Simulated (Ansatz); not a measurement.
# K: the cost of one run

Program: Ansatz 0.2.0. Level of theory: DFT PBE, scalar-relativistic, plane waves, PAW. These are calculated values, not measurements.

3 further runs of the same task are left out: 1 that didn't finish, 2 set aside as unsound or not needed. Runs told in other sessions of the task aren't counted.

## Step 1: The structure to begin with

Symmetry: P6/mmm, No. 191, hexagonal system. The conventional cell has a = 7.552 Å, b = 7.552 Å, c = 4.517 Å, α = 90.00°, β = 90.00°, γ = 120.00°. K (site symmetry -6m2) has 3 K at 4.36 Å in its first shell of neighbours.

As a file:

```
CELL_PARAMETERS angstrom
7.55221 0.00000 0.00000
-3.77611 6.54041 0.00000
0.00000 0.00000 4.51699
ATOMIC_POSITIONS crystal
K 0.00000 0.00000 0.50000
K 0.33333 0.66667 0.00000
K 0.66667 0.33333 0.00000
```

It is the end of an earlier relaxation with the same method, from a generated guess; it is a trial structure. At a tolerance of 0.05 Å it has space group P6/mmm (No. 191); it has 74.37 Å³/atom, an uncorrected energy of +0.01 eV/atom over the standard state and, on its mesh, gap none (metal).

## Step 2: Point at V/V0 = 0.97

File input.yaml:

```yaml
crystal:
  lattice:
    - [7.4759237955, 0.0, 0.0]
    - [-3.7379618977, 6.4743399237, 0.0]
    - [0.0, 0.0, 4.4713603669]
  atoms:
    - { symbol: K, position: [0.0, 0.0, 0.5] }
    - { symbol: K, position: [0.3333333333, 0.6666666667, 0.0] }
    - { symbol: K, position: [0.6666666667, 0.3333333333, 0.0] }
basis:
  ecutwfc: 420
kpoints:
  mp_grid: { grid: [6, 6, 10] }
hamiltonian:
  xc: pbe
scf:
  occupations: { method: gaussian, width: 0.1 }
output:
  forces: true
  stress: true
  eigenvalues: true
relax:
  adjacent_minimum: "off"
  f_tol: 0.01
  max_steps: 30
  cell: { stress_tol: 0.1, fix: [volume] }
```

Launch:

```
> ansatz run input.yaml --threads 1 --pin off --max-ram 2560MiB --backend cpu --events-out ev --progress --plain --runs-dir out
```

Q: Estimate wall time and peak memory on 1 thread of Arm Neoverse N1, shared host.

About 31 s, with a peak of 0.45 GiB.
